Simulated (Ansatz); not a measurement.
The system is SiO2.

```
Si O
1.0
     4.97559    0.00000    0.00000
     0.00000    4.97559    0.00000
     0.00000    0.00000    6.90089
Si O
4 8
Direct
  0.80325 0.80325 0.50000
  0.69675 0.30325 0.25000
  0.30325 0.69675 0.75000
  0.19675 0.19675 0.00000
  0.76176 0.11039 0.43204
  0.88961 0.23824 0.06796
  0.11039 0.76176 0.56796
  0.26176 0.38961 0.81796
  0.23824 0.88961 0.93204
  0.73824 0.61039 0.31796
  0.38961 0.26176 0.18204
  0.61039 0.73824 0.68204
```

The cell comes from a database or a generator and needn't be the stable form of this composition.

| Property | Result |
| --- | --- |
| Program | Ansatz 0.2.0 |
| Task | relaxation of cell and atoms |
| Functional | PBE |
| Dispersion | D3(BJ)-ATM |
| Potentials or basis | Ansatz PAW |
| Cutoff | 420 eV (not typed: the program's choice for these potentials) |
| k mesh | 6 × 6 × 4 |
| Occupations | fermi-dirac, width 0.05 eV |
| Spin | no spin polarisation |

At the start: volume 14.24 Å³/atom.

Task: How do energy, volume and symmetry change on relaxing?

Result: It ends after 9 steps and the volume is 14.00 Å³/atom (-1.6 %); space group P4_32_12 (No. 96, to 0.05 Å).

Step by step:
| step | energy change (eV) | largest force (eV/Å) | volume (Å³) |
| --- | --- | --- | --- |
| 1 | 0.0000 | 0.2840 | 170.84 |
| 2 | -0.0205 | 0.1851 | 172.17 |
| 3 | -0.0292 | 0.0684 | 173.38 |
| 4 | -0.0392 | 0.0404 | 172.09 |
| 5 | -0.0567 | 0.0114 | 168.65 |
| 6 | -0.0569 | 0.0009 | 168.59 |
| 7 | -0.0497 | 0.0010 | 168.59 |
| 8 | -0.0517 | 0.0005 | 168.06 |
| 9 | -0.0499 | 0.0005 | 168.06 |

Final structure:
```yaml
crystal:
  lattice:
    - [4.95541, 0.00000, 0.00000]
    - [0.00000, 4.95541, 0.00000]
    - [0.00000, 0.00000, 6.84386]
  atoms:
    - { symbol: Si, position: [0.80834, 0.80834, 0.50000] }
    - { symbol: Si, position: [0.69166, 0.30834, 0.25000] }
    - { symbol: Si, position: [0.30834, 0.69166, 0.75000] }
    - { symbol: Si, position: [0.19166, 0.19166, 0.00000] }
    - { symbol: O, position: [0.76459, 0.12208, 0.43840] }
    - { symbol: O, position: [0.87792, 0.23541, 0.06160] }
    - { symbol: O, position: [0.12208, 0.76459, 0.56160] }
    - { symbol: O, position: [0.26459, 0.37792, 0.81160] }
    - { symbol: O, position: [0.23541, 0.87792, 0.93840] }
    - { symbol: O, position: [0.73541, 0.62208, 0.31160] }
    - { symbol: O, position: [0.37792, 0.26459, 0.18840] }
    - { symbol: O, position: [0.62208, 0.73541, 0.68840] }
```

Caveat: the plane-wave basis is chosen anew once the cell has moved, so the energies of steps on either side of that aren't comparable; the pressure holds a Pulay correction of +0.6 GPa for the finite cutoff.
